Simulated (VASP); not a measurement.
Output of a VASP run:

File OUTCAR:
```
 ion  position               nearest neighbor table
   1  0.000  0.000  0.000-   3 2.03   6 2.03   5 2.05   4 2.05   4 2.05   5 2.05
   2  0.500  0.500  0.500-   4 2.03   5 2.03   3 2.05   6 2.05   3 2.05   6 2.05
   3  0.303  0.303  0.000-   1 2.03   2 2.05   2 2.05
   4  0.803  0.197  0.500-   2 2.03   1 2.05   1 2.05
   5  0.197  0.803  0.500-   2 2.03   1 2.05   1 2.05
   6  0.697  0.697  0.000-   1 2.03   2 2.05   2 2.05
  LATTYP: Found a simple tetragonal cell.
 ALAT       =     4.7321142879
 C/A-ratio  =     0.6607795447
 Subroutine PRICEL returns:
 Original cell was already a primitive cell.
 Subroutine GETGRP returns: Found 16 space group operations
The static configuration has the point symmetry D_2h.
 The point group associated with its full space group is D_4h.
The dynamic configuration has the point symmetry D_2h.
 Subroutine INISYM returns: Found 16 space group operations
 Subroutine IBZKPT returns following result:
 Found     24 irreducible k-points:

 Following reciprocal coordinates:
            Coordinates               Weight
  0.000000  0.000000  0.000000      1.000000
  0.200000  0.000000  0.000000      4.000000
  0.400000  0.000000  0.000000      4.000000
  0.200000  0.200000  0.000000      4.000000
  0.400000  0.200000  0.000000      8.000000
  0.400000  0.400000  0.000000      4.000000
  0.000000  0.000000  0.142857      2.000000
  0.200000  0.000000  0.142857      8.000000
  0.400000  0.000000  0.142857      8.000000
  0.200000  0.200000  0.142857      8.000000
  0.400000  0.200000  0.142857     16.000000
  0.400000  0.400000  0.142857      8.000000
  0.000000  0.000000  0.285714      2.000000
  0.200000  0.000000  0.285714      8.000000
  0.400000  0.000000  0.285714      8.000000
  0.200000  0.200000  0.285714      8.000000
  0.400000  0.200000  0.285714     16.000000
  0.400000  0.400000  0.285714      8.000000
  0.000000  0.000000  0.428571      2.000000
  0.200000  0.000000  0.428571      8.000000
  0.400000  0.000000  0.428571      8.000000
  0.200000  0.200000  0.428571      8.000000
  0.400000  0.200000  0.428571     16.000000
  0.400000  0.400000  0.428571      8.000000
   k-points           NKPTS =     24   k-points in BZ     NKDIM =     24   number of bands    NBANDS=     20
   number of dos      NEDOS =    301   number of ions     NIONS =      6
   total plane-waves  NPLWV =  31104
   dimension x,y,z NGX =    36 NGY =   36 NGZ =   24
   dimension x,y,z NGXF=    72 NGYF=   72 NGZF=   48
   ions per type =               2   4
   PREC   = accura    normal or accurate (medium, high low for compatibility)
   ISTART =      0    job   : 0-new  1-cont  2-samecut
   ICHARG =      2    charge: 1-file 2-atom 10-const
   ISPIN  =      1    spin polarized calculation?
   LNONCOLLINEAR =      F non collinear calculations
   LSORBIT =      F    spin-orbit coupling
   INIWAV =      1    electr: 0-lowe 1-rand  2-diag
   ENCUT  =  520.0 eV  38.22 Ry    6.18 a.u.   8.80  8.80  5.81*2*pi/ulx,y,z
   NELM   =    100;   NELMIN=  2; NELMDL= -5     # of ELM steps
   EDIFF  = 0.1E-06   stopping-criterion for ELM
   LREAL  =      F    real-space projection
   NLSPLINE    = F    spline interpolate recip. space projectors
   LMAXMIX     =    2 max onsite mixed and CHGCAR
   VOSKOWN=      0    Vosko Wilk Nusair interpolation
   EDIFFG = -.1E-01   stopping-criterion for IOM
   NSW    =     30    number of steps for IOM
   NBLOCK =      1;   KBLOCK =     30    inner block; outer block
   IBRION =      2    ionic relax: 0-MD 1-quasi-New 2-CG
   NFREE  =      1    steps in history (QN), initial steepest desc. (CG)
   ISIF   =      4    stress and relaxation
   ISYM   =      2    0-nonsym 1-usesym 2-fastsym
   TEIN   =    0.0    initial temperature
   TEBEG  =    0.0;   TEEND  =   0.0 temperature during run
   SMASS  =  -3.00    Nose mass-parameter (am)
   PSTRESS=    0.0 pullay stress
   NELECT =      32.0000    total number of electrons
   EFERMI =   0.00;   METHOD = LEGACY
   ISMEAR =     0;   SIGMA  =   0.05  broadening in eV -4-tet -1-fermi 0-gaus
...
```

### OSZICAR
```
       N       E                     dE             d eps       ncg     rms          rms(c)
DAV:   1     0.203102030958E+03    0.20310E+03   -0.18268E+04  1024   0.149E+03
DAV:   2    -0.149840539504E+02   -0.21809E+03   -0.20953E+03  1272   0.330E+02
DAV:   3    -0.240478353162E+02   -0.90638E+01   -0.90450E+01  1124   0.710E+01
DAV:   4    -0.241085107706E+02   -0.60675E-01   -0.60658E-01  1076   0.665E+00
DAV:   5    -0.241089200922E+02   -0.40932E-03   -0.40930E-03  1116   0.555E-01    0.984E+00
DAV:   6    -0.215134139229E+02    0.25955E+01   -0.11294E+01  1092   0.253E+01    0.310E+00
DAV:   7    -0.215249381194E+02   -0.11524E-01   -0.11712E-01  1016   0.263E+00    0.190E+00
DAV:   8    -0.215489480706E+02   -0.24010E-01   -0.60054E-02  1060   0.289E+00    0.175E-01
DAV:   9    -0.215500466350E+02   -0.10986E-02   -0.39370E-03  1112   0.461E-01    0.793E-02
DAV:  10    -0.215501671598E+02   -0.12052E-03   -0.32085E-04  1060   0.150E-01    0.110E-02
DAV:  11    -0.215501682029E+02   -0.10432E-05   -0.18217E-05  1108   0.357E-02    0.537E-03
DAV:  12    -0.215501688831E+02   -0.68021E-06   -0.44154E-06  1096   0.177E-02    0.164E-03
DAV:  13    -0.215501688529E+02    0.30243E-07   -0.35264E-07  1064   0.488E-03
   1 F= -.21550169E+02 E0= -.21550169E+02  d E =-.215502E+02
       N       E                     dE             d eps       ncg     rms          rms(c)
DAV:   1    -0.215514640844E+02   -0.12952E-02   -0.57015E-01   960   0.701E+00    0.230E-01
DAV:   2    -0.215520332415E+02   -0.56916E-03   -0.11538E-02  1096   0.915E-01    0.127E-01
DAV:   3    -0.215517612085E+02    0.27203E-03   -0.20241E-04  1096   0.171E-01    0.457E-02
DAV:   4    -0.215517261206E+02    0.35088E-04   -0.98633E-05  1112   0.104E-01    0.812E-03
DAV:   5    -0.215517269671E+02   -0.84645E-06   -0.10413E-05  1052   0.262E-02    0.524E-03
DAV:   6    -0.215517270371E+02   -0.70072E-07   -0.47100E-07  1064   0.774E-03
   2 F= -.21551727E+02 E0= -.21551727E+02  d E =-.155818E-02
       N       E                     dE             d eps       ncg     rms          rms(c)
DAV:   1    -0.215520059207E+02   -0.27895E-03   -0.83865E-01   960   0.851E+00    0.280E-01
DAV:   2    -0.215528413916E+02   -0.83547E-03   -0.16985E-02  1100   0.111E+00    0.154E-01
DAV:   3    -0.215524395246E+02    0.40187E-03   -0.30200E-04  1096   0.208E-01    0.556E-02
DAV:   4    -0.215523874024E+02    0.52122E-04   -0.14534E-04  1108   0.126E-01    0.986E-03
DAV:   5    -0.215523886588E+02   -0.12564E-05   -0.15371E-05  1044   0.318E-02    0.639E-03
DAV:   6    -0.215523887668E+02   -0.10808E-06   -0.69468E-07  1076   0.940E-03    0.211E-03
DAV:   7    -0.215523888489E+02   -0.82050E-07   -0.25678E-07  1000   0.511E-03
   3 F= -.21552389E+02 E0= -.21552389E+02  d E =-.222000E-02
```

### OUTCAR
```
------------------------ aborting loop because EDIFF is reached ----------------------------------------
  FORCE on cell =-STRESS in cart. coord.  units (eV):
  Direction    XX          YY          ZZ          XY          YZ          ZX
  --------------------------------------------------------------------------------------
  Total       -2.2399408     -2.2399408     -2.2465139     -0.0000000      0.0000000      0.0000000
  in kB      -51.2536571    -51.2536571    -51.4040600     -0.0000000      0.0000000      0.0000000
  external PRESSURE =     -51.3037914 kB  Pullay stress =       0.0000000 kB
  volume of cell :       70.02
      direct lattice vectors                 reciprocal lattice vectors
     4.742255234 -0.000000000  0.000000000     0.210870135  0.000000000  0.000000000
     0.000000000  4.742255234  0.000000000     0.000000000  0.210870135  0.000000000
     0.000000000  0.000000000  3.113525422     0.000000000  0.000000000  0.321179327
 POSITION                                       TOTAL-FORCE (eV/Angst)
 -----------------------------------------------------------------------------------
      0.00000      4.74226      0.00000        -0.000000      0.000000      0.000000
      2.37113      2.37113      1.55676        -0.000000      0.000000      0.000000
      1.44198      1.44198      0.00000        -0.000464     -0.000464     -0.000000
      3.81311      0.92914      1.55676        -0.000464      0.000464      0.000000
      0.92914      3.81311      1.55676         0.000464     -0.000464     -0.000000
      3.30027      3.30027      0.00000         0.000464      0.000464      0.000000
 -----------------------------------------------------------------------------------
    total drift:                                0.000000     -0.000000     -0.000000
  FREE ENERGIE OF THE ION-ELECTRON SYSTEM (eV)
  ---------------------------------------------------
  free  energy   TOTEN  =       -21.5523888489 eV

  energy  without entropy=      -21.5523888489  energy(sigma->0) =      -21.55238885

 reached required accuracy - stopping structural energy minimisation
```
(Selected blocks of OUTCAR.)

POSCAR:
```
MgF2
1
    4.7321142879     0.0000000000     0.0000000000
    0.0000000000     4.7321142879     0.0000000000
    0.0000000000     0.0000000000     3.1268843248
Mg F
2 4
Direct
  0.0000000000   0.0000000000   0.0000000000
  0.5000000000   0.5000000000   0.5000000000
  0.3027531193   0.3027531193   0.0000000000
  0.8027531193   0.1972468807   0.5000000000
  0.1972468807   0.8027531193   0.5000000000
  0.6972468807   0.6972468807   1.0000000000
```

Problem. Reconstruct the remaining input files.

Solution. Several could match; the one computed here: the input of the run itself, optB86b-vdW, plane waves, VASP's PBE PAW potentials (set 64).

### INCAR
```
# general
SYSTEM  =MgF2
PREC    =Accurate
ENCUT   =520
LREAL   =F
LASPH   =T

# electronic loop
EDIFF   =1E-7
NELM    =100
ALGO    =Normal

# smearing
ISMEAR  =0
SIGMA   =0.05

# functional
GGA     =MK
LUSE_VDW=T
AGGAC   =0.0
PARAM1  =0.1234
PARAM2  =1.0

# ions
IBRION  =2
NSW     =30
ISIF    =4
EDIFFG  =-0.01

# output
LWAVE   =F
LCHARG  =F
```

KPOINTS:
```
Automatic mesh
0
G
  5 5 7
```

POTCAR, in this order: Mg F (PBE.64 set). Program: vasp_std.

The compound is MgF2 in the rutile structure. This cell is one point of a volume scan, at 1.06 of the reference volume. Symmetry was kept, so distortions that lower it aren't found.
